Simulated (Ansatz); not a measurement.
Runs of Ansatz 0.2.0 on NaCl. It takes space group Fm-3m (No. 225, cubic). Conventional cell: a = 5.588 Å, b = 5.588 Å, c = 5.588 Å, α = 90.00°, β = 90.00°, γ = 90.00°. Around Cl (site symmetry m-3m) lie 6 Na at 2.79 Å. Around Na (site symmetry m-3m) lie 6 Cl at 2.79 Å. The cell is a database's computed one.

```tsv
task	level	potentials or basis	cell	k mesh	cutoff (eV)	share of exact exchange	screening of exact exchange	basis error allowed	mesh quality	gap on the mesh (eV)	pressure (GPa)
single point	HSE(alpha, omega)	all-electron PAW datasets made for the crystal	as given	4 × 4 × 4	200	0.4	0.2 1/A	-	coarse	7.48	(c)
single point	HSE(alpha, omega)	all-electron PAW datasets made for the crystal	as given	4 × 4 × 4	200	0.5	0.2 1/A	-	coarse	8.07	0.4
single point	HSE(alpha, omega)	all-electron PAW datasets made for the crystal	as given	4 × 4 × 4	200	0.2	0.2 1/A	-	coarse	6.34	1.1
relaxation of cell and atoms	PBE+D4	all-electron LAPW, scalar-relativistic	relaxed	8 × 8 × 8	-	-	-	0.001 eV/atom	not flagged	5.12	0.0
single point	HSE(alpha, omega)	all-electron PAW datasets made for the crystal	as given	4 × 4 × 4	200	0.1	0.2 1/A	-	coarse	(a)	(b)
```

Alike in all rows: no spin polarisation; smearing fermi-dirac 0.05 eV.

**Question.** Fill in the values left out.

**Answer.** (a) 5.77; (b) 1.3; (c) 0.6.

Caveats: some runs use coarse meshes.

A k mesh can miss the band edges.

The runs don't all hold the same shells in valence.
